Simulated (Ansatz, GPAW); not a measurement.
This is a calculation of TiSi2 for Ansatz 0.2.0. The cell comes from a database or a generator and needn't be the stable form of this composition.

File input.yaml:

```yaml
crystal:
  lattice:
    - [-1.472872, 1.71213, 4.212083]
    - [1.472872, -1.71213, 4.212083]
    - [1.472872, 1.71213, -4.212083]
  atoms:
    - { symbol: Ti, position: [0.0, 0.0, 0.0] }
    - { symbol: Si, position: [0.670078, 0.670078, 0.0] }
    - { symbol: Si, position: [0.329922, 0.329922, 0.0] }
hamiltonian:
  xc: pbesol
  pseudopotentials: { kind: paw }
kpoints:
  mp_grid: { grid: [12, 12, 12] }
scf:
  occupations: { method: fermi_dirac, width: 0.05 }
output:
  forces: true
  stress: true
  eigenvalues: true
  write_density: true
  write_potential: true
  elf: true
  volumetric_format: npy
```

Potentials or basis: Ansatz PAW.

The run is started by

```console
$ ansatz run input.yaml --threads 1 --pin off --max-ram 3584MiB --backend cpu --events-out ev --progress --plain --runs-dir out
```

Q: Translate it to GPAW 26.7.0 (ASE script). Potentials or basis there: PAW data sets generated for this functional, cutoff 600 eV.

A: As run (cutoffs and basis follow the program's own potentials, and thresholds, step limits or extra output files can differ):

run.py

```python
from ase import Atoms
from ase.dft.bandgap import bandgap
from ase.io import write
from ase.units import Bohr, GPa
from gpaw import GPAW, PW, setup_paths
from gpaw.elf import elf_from_dft_calculation

setup_paths.insert(0, '.')

atoms = Atoms(['Ti', 'Si', 'Si'],
              cell=[[-1.472872, 1.71213, 4.212083],
                    [1.472872, -1.71213, 4.212083],
                    [1.472872, 1.71213, -4.212083]],
              scaled_positions=[[0.0, 0.0, 0.0],
                                [0.670078, 0.670078, 0.0],
                                [0.329922, 0.329922, 0.0]],
              pbc=True)

calc = GPAW(mode=PW(600),
            xc='PBEsol',
            kpts={'size': (12, 12, 12), 'gamma': True},
            occupations={'name': 'fermi-dirac', 'width': 0.05},
            nbands=21,
            convergence={'density': 1e-05, 'energy': 1e-05},
            maxiter=150,
            txt='gpaw.txt')
atoms.calc = calc
energy = atoms.get_potential_energy()
forces = atoms.get_forces()
stress = atoms.get_stress()
calc.write('gs.gpw')
write('result.traj', atoms)
print(f'Energy: {energy:.6f} eV')
print('Forces (eV/A):')
print(forces.round(4))
print('Stress (GPa):', (stress / GPa).round(3))
print('Fermi level:', round(calc.get_fermi_level(), 4), 'eV')
print(f'Gap: {bandgap(calc)[0]:.4f} eV, direct: {bandgap(calc, direct=True)[0]:.4f} eV')

# fields on the real-space grid
write('density.cube', atoms, data=calc.get_pseudo_density() * Bohr**3)
write('potential.cube', atoms, data=calc.get_electrostatic_potential())
write('elf.cube', atoms, data=elf_from_dft_calculation(calc).data)
```

Potentials or basis: PAW data sets generated in the run's folder for this functional, pw.

Run with:

```sh
$ gpaw-setup -f PBEsol Si Ti
$ OMP_NUM_THREADS=1 python run.py
```

Both were run:

|  | Ansatz | GPAW |
| --- | --- | --- |
| Pressure | -3.6 GPa | -3.3 GPa |
| Largest force | 0.067 eV/Å | 0.062 eV/Å |

Ansatz's pressure holds a Pulay term of +0.03 GPa for its cutoff of 420 eV, which the other run lacks.

Ansatz's potentials were made for PBE.

Where Ansatz's input types no cutoff or centring, it takes its own default and a Γ-centred mesh.

Pressure is positive in compression.
